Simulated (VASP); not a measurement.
Here is a VASP 6.6.1 calculation.

INCAR

```
ALGO = Normal
EDIFF = 1E-8
ENCUT = 600
GGA = PE
ISIF = 2
ISMEAR = 0
LASPH = T
LCHARG = F
LEPSILON = T
LREAL = F
LWAVE = F
NELM = 80
PREC = Accurate
SIGMA = 0.03
```

Contents of KPOINTS:

```
k-points
0
Monkhorst-Pack
  16 16 16
```

POSCAR

```
BP                                      
1.0
    0.0000000000      2.2731332140      2.2731332140
    2.2731332140      0.0000000000      2.2731332140
    2.2731332140      2.2731332140      0.0000000000
  B               P             
     1     1
Direct
     0.0000000000000000    0.0000000000000000    0.0000000000000000
     0.2500000000000000    0.2500000000000000    0.2500000000000000
```

Potentials or basis: VASP PAW PBE potentials, release 64 (B, P).

Run with:

```sh
$ cat potpaw_PBE.64/B/POTCAR potpaw_PBE.64/P/POTCAR > POTCAR
$ mpirun -np 1 vasp_std > vasp.out
```

Q: What does it give for the electronic dielectric tensor (diagonal)?

A: 9.19.

Q: Estimate the Born charges (mean of the diagonal).

A: B -0.48; P +0.48 e.

Electronic dielectric tensor:
```
9.19 0.00 0.00
0.00 9.19 0.00
0.00 0.00 9.19
```
